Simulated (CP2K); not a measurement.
# ZnS (Wurtzite-6H) (P6_3mc) in CP2K: further runs

The runs below take ZnS (Wurtzite-6H) through atomic charges, with PBE.

Program: CP2K 2026.2. These are calculated values, not measurements. Logs are shortened: lines on timing, memory, paths and dates and some standing lists are left out, and cuts for length are marked.

## (1) The cell of the first run

It takes space group P6_3mc (No. 186, hexagonal). Conventional cell: a = 3.812 Å, b = 3.812 Å, c = 18.690 Å, α = 90.00°, β = 90.00°, γ = 120.00°. Zn (site symmetry 3m) has 4 S at 2.33 to 2.34 Å as nearest neighbours. Zn (site symmetry 3m) has 4 S at 2.33 to 2.34 Å as nearest neighbours. Zn (site symmetry 3m) has 4 S at 2.33 to 2.34 Å as nearest neighbours. S (site symmetry 3m) is surrounded by 4 Zn at 2.33 to 2.34 Å. S (site symmetry 3m) has 4 Zn at 2.33 to 2.34 Å as nearest neighbours. S (site symmetry 3m) is surrounded by 4 Zn at 2.33 to 2.34 Å.

## (2) Atomic charges, PBE (strain_c = 0)

The input, zns_charges.inp:

```
&GLOBAL
  PROJECT zns_charges
  RUN_TYPE ENERGY_FORCE
  PRINT_LEVEL LOW
&END GLOBAL
&FORCE_EVAL
  METHOD QS
  STRESS_TENSOR ANALYTICAL
  &DFT
    BASIS_SET_FILE_NAME BASIS_MOLOPT_UZH
    POTENTIAL_FILE_NAME POTENTIAL_UZH
    &MGRID
      CUTOFF 450
      REL_CUTOFF 60
      NGRIDS 4
    &END MGRID
    &QS
      METHOD GPW
      EPS_DEFAULT 1.0E-9
    &END QS
    &KPOINTS
      SCHEME MONKHORST-PACK 6 6 2
      GAMMA_CENTERED T
      SYMMETRY T
      SYMMETRY_BACKEND SPGLIB
    &END KPOINTS
    &SCF
      SCF_GUESS ATOMIC
      EPS_SCF 1.0E-6
      MAX_SCF 100
      ADDED_MOS 30
      CHOLESKY OFF
      EPS_EIGVAL 1.0E-7
      &DIAGONALIZATION ON
        ALGORITHM STANDARD
      &END DIAGONALIZATION
      &MIXING ON
        METHOD BROYDEN_MIXING
        ALPHA 0.4
        BETA 1.5
        NBUFFER 8
      &END MIXING
      &SMEAR ON
        METHOD FERMI_DIRAC
        ELECTRONIC_TEMPERATURE 580.23
      &END SMEAR
    &END SCF
    &XC
      &XC_FUNCTIONAL PBE
      &END XC_FUNCTIONAL
    &END XC
    &PRINT
      &KPOINTS ON
      &END KPOINTS
      &MULLIKEN ON
      &END MULLIKEN
      &MO ON
        ENERGIES T
        OCCUPATION_NUMBERS T
        &EACH
          QS_SCF 0
        &END EACH
        ADD_LAST NUMERIC
      &END MO
      &LOWDIN ON
      &END LOWDIN
      &HIRSHFELD ON
        SHAPE_FUNCTION GAUSSIAN
      &END HIRSHFELD
      &VORONOI ON
        VORONOI_RADII UNITY
      &END VORONOI
    &END PRINT
  &END DFT
  &SUBSYS
    &CELL
      ABC 3.8120000000 3.8120000000 18.6899900000
      ALPHA_BETA_GAMMA 90.0000000000 90.0000000000 120.0000000002
      PERIODIC XYZ
    &END CELL
    &COORD
      SCALED
      Zn  0.3333333333 0.6666666667 0.8333300000
      Zn  0.6666666667 0.3333333333 0.3333300000
      Zn  0.6666666667 0.3333333333 0.6666700000
      Zn  0.3333333333 0.6666666667 0.1666700000
      Zn  0.0000000000 0.0000000000 0.5000000000
      Zn  0.0000000000 0.0000000000 0.0000000000
      S   0.3333333333 0.6666666667 0.9583300000
      S   0.6666666667 0.3333333333 0.4583300000
      S   0.6666666667 0.3333333333 0.7916700000
      S   0.3333333333 0.6666666667 0.2916700000
      S   0.0000000000 0.0000000000 0.6250000000
      S   0.0000000000 0.0000000000 0.1250000000
    &END COORD
    &KIND Zn
      BASIS_SET DZVP-MOLOPT-PBE-GTH-q12
      POTENTIAL GTH-PBE-q12
    &END KIND
    &KIND S
      BASIS_SET DZVP-MOLOPT-PBE-GTH-q6
      POTENTIAL GTH-PBE-q6
    &END KIND
    &PRINT
      &ATOMIC_COORDINATES ON
      &END ATOMIC_COORDINATES
      &CELL ON
      &END CELL
      &SYMMETRY ON
      &END SYMMETRY
    &END PRINT
  &END SUBSYS
  &PRINT
    &FORCES ON
    &END FORCES
    &STRESS_TENSOR ON
    &END STRESS_TENSOR
  &END PRINT
&END FORCE_EVAL
```

Potentials or basis: POTENTIAL_UZH Zn GTH-PBE-q12, S GTH-PBE-q6; DZVP-MOLOPT-PBE-GTH basis.

Started as:

```bash
> OMP_NUM_THREADS=1 cp2k.psmp -i zns_charges.inp -o zns_charges.out
```

zns_charges.out:

```text

 CP2K| version string:                                       CP2K version 2026.2
 CP2K| Input file name                                           zns_charges.inp

 GLOBAL| Force Environment number                                              1
 GLOBAL| Basis set file name                                    BASIS_MOLOPT_UZH
 GLOBAL| Potential file name                                       POTENTIAL_UZH
 GLOBAL| MM Potential file name                                     MM_POTENTIAL
 GLOBAL| Coordinate file name                                      __STD_INPUT__
 GLOBAL| Method name                                                        CP2K
 GLOBAL| Project name                                                zns_charges
 GLOBAL| Run type                                                   ENERGY_FORCE
 GLOBAL| FFT library                                                       FFTW3
 GLOBAL| Diagonalization library                                       ScaLAPACK
 GLOBAL| Cholesky decomposition library                                ScaLAPACK
 GLOBAL| DGEMM library                                                      BLAS
 GLOBAL| Direct generalized diagonalization requested                          F
 GLOBAL| Matrix multiplication library                                 ScaLAPACK
 GLOBAL| Global print level                                                  LOW
 GLOBAL| Total number of message passing processes                             1
 GLOBAL| Number of threads for this process                                    1
 GLOBAL| CPU model name                                                  UNKNOWN

 CELL| Volume [angstrom^3]:                                           235.204423
 CELL| Vector a [angstrom]:       3.812     0.000     0.000   |a| =     3.812000
 CELL| Vector b [angstrom]:      -1.906     3.301     0.000   |b| =     3.812000
 CELL| Vector c [angstrom]:       0.000     0.000    18.690   |c| =    18.689990
 CELL| Angle (b,c), alpha [degree]:                                    90.000000
 CELL| Angle (a,c), beta  [degree]:                                    90.000000
 CELL| Angle (a,b), gamma [degree]:                                   120.000000
 CELL| Numerically orthorhombic:                                              NO
 CELL| Periodicity                                                           XYZ

 CELL_REF| Volume [angstrom^3]:                                       235.204423
 CELL_REF| Vector a [angstrom     3.812     0.000     0.000   |a| =     3.812000
 CELL_REF| Vector b [angstrom    -1.906     3.301     0.000   |b| =     3.812000
 CELL_REF| Vector c [angstrom     0.000     0.000    18.690   |c| =    18.689990
 CELL_REF| Angle (b,c), alpha [degree]:                                90.000000
 CELL_REF| Angle (a,c), beta  [degree]:                                90.000000
 CELL_REF| Angle (a,b), gamma [degree]:                               120.000000
 CELL_REF| Numerically orthorhombic:                                          NO
 CELL_REF| Periodicity                                                       XYZ

 GENERATE|  Preliminary Number of Bonds generated:                             0
 GENERATE|  Achieved consistency in connectivity generation.

 *******************************************************************************
 *******************************************************************************
 **            Copyright (C) by CP2K developers group (2000-2026)             **
 *******************************************************************************

 TOTAL NUMBERS AND MAXIMUM NUMBERS

  Total number of            - Atomic kinds:                                   2
                             - Atoms:                                         12
                             - Shell sets:                                    12
                             - Shells:                                        72
                             - Primitive Cartesian functions:                 60
                             - Cartesian basis functions:                    264
                             - Spherical basis functions:                    228

  Maximum angular momentum of- Orbital basis functions:                        3
                             - Local part of the GTH pseudopotential:          0
                             - Non-local part of the GTH pseudopotential:      4

 MODULE QUICKSTEP: ATOMIC COORDINATES IN ANGSTROM

   Atom Kind Element         X             Y             Z       Z(eff)     Mass
      1    1 Zn   30     -0.000000      2.200859     15.574929  12.0000  65.3800
      2    1 Zn   30      1.906000      1.100430      6.229934  12.0000  65.3800
[... 113 lines left out ...]
  Hartree energy:                                              80.64191726311905
  Exchange-correlation energy:                                -67.83162651359324
  Electronic entropic energy:                                  -0.00000000000297
  Fermi energy:                                                 0.16274493005849

  Total energy:                                              -425.03220569520943
  Total energy (extrapolated to T->0):                       -425.03220569520795

 MO| EIGENVALUES AND OCCUPATION NUMBERS FOR K POINT 1
 MO|
 MO|  Index      Eigenvalue [a.u.]        Eigenvalue [eV]             Occupation
 MO|      1              -0.320504              -8.721365               2.000000
 MO|      2              -0.320504              -8.721365               2.000000
 MO|      3              -0.320101              -8.710403               2.000000
 MO|      4              -0.320101              -8.710403               2.000000
 MO|      5              -0.319874              -8.704203               2.000000
 MO|      6              -0.319871              -8.704130               2.000000
[... 1252 lines left out ...]
 MO|     83               0.628924              17.113905               0.000000
 MO|     84               0.628925              17.113908               0.000000
 MO| Sum:                                                             108.000000
 MO| E(Fermi):            0.162745 a.u.          4.428515 eV
 MO| Band gap:            0.161593 a.u.          4.397160 eV

 !-----------------------------------------------------------------------------!
                     Mulliken Population Analysis

 #  Atom  Element  Kind  Atomic population                           Net charge
       1     Zn       1         11.740042                              0.259958
       2     Zn       1         11.740042                              0.259958
       3     Zn       1         11.741287                              0.258713
       4     Zn       1         11.741286                              0.258714
       5     Zn       1         11.722812                              0.277188
       6     Zn       1         11.722812                              0.277188
       7     S        2          6.269365                             -0.269365
       8     S        2          6.269364                             -0.269364
       9     S        2          6.261825                             -0.261825
      10     S        2          6.261825                             -0.261825
      11     S        2          6.264669                             -0.264669
      12     S        2          6.264670                             -0.264670
 # Total charge                            108.000000                 -0.000000

 !-----------------------------------------------------------------------------!

 !-----------------------------------------------------------------------------!
                           Hirshfeld Charges

  #Atom  Element  Kind  Ref Charge     Population                    Net charge
      1       Zn     1      12.000         13.118                        -1.118
      2       Zn     1      12.000         13.118                        -1.118
      3       Zn     1      12.000         13.123                        -1.123
      4       Zn     1      12.000         13.123                        -1.123
      5       Zn     1      12.000         13.113                        -1.113
      6       Zn     1      12.000         13.113                        -1.113
      7       S      2       6.000          4.881                         1.119
      8       S      2       6.000          4.881                         1.119
      9       S      2       6.000          4.882                         1.118
     10       S      2       6.000          4.882                         1.118
     11       S      2       6.000          4.883                         1.117
     12       S      2       6.000          4.883                         1.117

  Total Charge                                                            0.000
 !-----------------------------------------------------------------------------!

 VORONOI| Collecting electron density from MPI ranks and sending to library...
 VORONOI| Voronoi integration finished.

 LOWDIN POPULATION ANALYSIS

 #  Atom  Element  Kind  Atomic population                           Net charge
       1     Zn       1         12.979988                             -0.979988
       2     Zn       1         12.979988                             -0.979988
       3     Zn       1         12.986483                             -0.986483
       4     Zn       1         12.986483                             -0.986483
       5     Zn       1         12.971876                             -0.971876
       6     Zn       1         12.971876                             -0.971876
       7     S        2          5.019704                              0.980296
       8     S        2          5.019704                              0.980296
       9     S        2          5.020118                              0.979882
      10     S        2          5.020118                              0.979882
      11     S        2          5.021832                              0.978168
      12     S        2          5.021832                              0.978168
 # Total charge                            108.000000                 -0.000000

 ENERGY| Total FORCE_EVAL ( QS ) energy [hartree]           -425.032208033454026

 FORCES| Atomic forces [hartree/bohr]
 FORCES|   Atom     x               y               z               |f|
 FORCES|      1 -1.13137465E-06  6.50910305E-07  1.08341175E-03   1.08341254E-03
 FORCES|      2  1.13143526E-06 -6.51638884E-07  1.08340570E-03   1.08340648E-03
 FORCES|      3 -1.12840521E-06  6.48409352E-07  1.12102128E-03   1.12102204E-03
 FORCES|      4  1.12842754E-06 -6.47981838E-07  1.12102087E-03   1.12102163E-03
 FORCES|      5  1.15052778E-06 -6.73548482E-07  9.02208199E-04   9.02209184E-04
 FORCES|      6 -1.15040659E-06  6.73332347E-07  9.02201970E-04   9.02202955E-04
 FORCES|      7  1.04989511E-06 -6.03442511E-07 -6.29706515E-04   6.29707679E-04
 FORCES|      8 -1.05004252E-06  6.03693896E-07 -6.29719111E-04   6.29720275E-04
 FORCES|      9  1.05359784E-06 -6.06042404E-07 -1.54894529E-04   1.54899298E-04
 FORCES|     10 -1.05363023E-06  6.06124503E-07 -1.54874378E-04   1.54879148E-04
 FORCES|     11  1.04573453E-06 -5.86031889E-07  4.52934398E-04   4.52935984E-04
 FORCES|     12 -1.04576144E-06  5.86219954E-07  4.52912728E-04   4.52914314E-04
 FORCES| Sum    -2.58228352E-12  4.34820810E-12  5.54992236E-03
 FORCES| Total atomic force                                       5.54992236E-03

 STRESS| Analytical stress tensor [bar]
 STRESS|                        x                   y                   z
 STRESS|      x        2.58032156148E+04   3.83871863630E+00   8.11023857688E-05
 STRESS|      y        3.83871863630E+00   2.58077835658E+04   8.83475172641E-04
 STRESS|      z        8.11023857688E-05   8.83475172641E-04   2.86739474609E+04
 STRESS| 1/3 Trace                                             2.67616488805E+04
 STRESS| Determinant                                           1.90946637432E+13

 STRESS| Eigenvectors and eigenvalues of the analytical stress tensor [bar]
 STRESS|                        1                   2                   3
 STRESS| Eigenvalues   2.58010327900E+04   2.58099663906E+04   2.86739474609E+04
 STRESS|      x           0.869287785031      0.494306328905      0.000000028664
 STRESS|      y          -0.494306328905      0.869287785031      0.000000308281
 STRESS|      z           0.000000127468     -0.000000282154      1.000000000000
```

It took 2.6 min on 1 thread of Arm Neoverse V2, shared host; peak memory 1.1 GiB.

What came out:

```yaml
Free_energy: -11565.7146 eV
Pressure: 2.7 GPa
Band_gap_on_the_k_mesh: 2.12 eV, direct
Mulliken_charges: Zn +0.26, +0.28; S -0.27, -0.26 e
Hirshfeld_charges: Zn -1.12, -1.11; S +1.12 e
Voronoi_charges: Zn +0.26, +0.22, +0.18, +0.24; S -0.25, -0.23, -0.17, -0.24, -0.26 e
```

Levels at points of the mesh, in eV from the valence-band top:
```csv
k point,band 50,band 51,band 52,band 53,band 54,band 55,band 56,band 57,band 58,band 59
"(0.00, 0.00, 0.00)",-0.24,-0.24,-0.02,0.00,0.00,2.12,3.20,3.27,3.34,3.36
"(0.00, 0.00, 0.50)",-0.48,-0.07,-0.07,-0.07,-0.07,2.60,2.60,3.30,3.30,3.54
"(0.00, 0.50, 0.00)",-1.51,-1.28,-1.28,-1.11,-0.89,3.47,3.63,3.65,3.92,4.20
"(0.00, 0.50, 0.50)",-1.63,-1.23,-1.23,-1.00,-1.00,3.40,3.40,4.00,4.00,4.21
```

Caveat: Hirshfeld charges from Gaussian shapes aren't those from atomic densities; Mulliken charges move with the basis; the basis of atomic orbitals isn't converged, which shifts pressures, moduli and gaps.

[end of part 1 of 2]
